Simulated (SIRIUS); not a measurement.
## CdF2 under changes of volume

One of the cells (13.295 Å³/atom); the others are scaled copies at fixed shape and fractional positions:

```
CELL_PARAMETERS angstrom
0.00000 2.71184 2.71184
2.71184 0.00000 2.71184
2.71184 2.71184 0.00000
ATOMIC_POSITIONS crystal
Cd 0.00000 0.00000 0.00000
F 0.75000 0.75000 0.75000
F 0.25000 0.25000 0.25000
```

```yaml
Program: SIRIUS 7.12.0
Functional: PBE
Potentials_or_basis: all-electron FP-LAPW
Cutoff: 273 eV
Basis: apw+lo standard
k_mesh: 9 × 9 × 9
Occupations: fermi-dirac, width 0.05 eV
Spin: no spin polarisation
```

```csv
volume (Å³/atom),energy over the lowest point (meV/atom),gap on the mesh (eV)
12.253,?,?
12.513,35.08,3.27
12.774,20.33,3.20
13.295,3.30,3.05
13.556,0.14,2.98
13.817,0.00,2.92
```

Q: What does the run at 12.253 Å³/atom give?

A: Energy over the lowest point 54.65 meV/atom; gap on the mesh 3.35 eV.

Worked out: A Birch-Murnaghan fit of order 3 (a polynomial in V^(-2/3)) to the other rows has its minimum at 13.70 Å³/atom with B0 = V·E''(V) = 92 GPa and B' = 5.0. It gives 54.60 meV/atom at 12.253 Å³/atom, against the run's 54.65. A straight line through the other rows of the gap, of slope -3.58 eV per unit of ln V, extrapolates to 3.35 eV, against the run's 3.35.

Energies are extrapolated to zero smearing.

Caveats: an odd mesh through Γ misses points on the zone boundary, where band edges often lie. Spin-orbit coupling on Cd is left out.
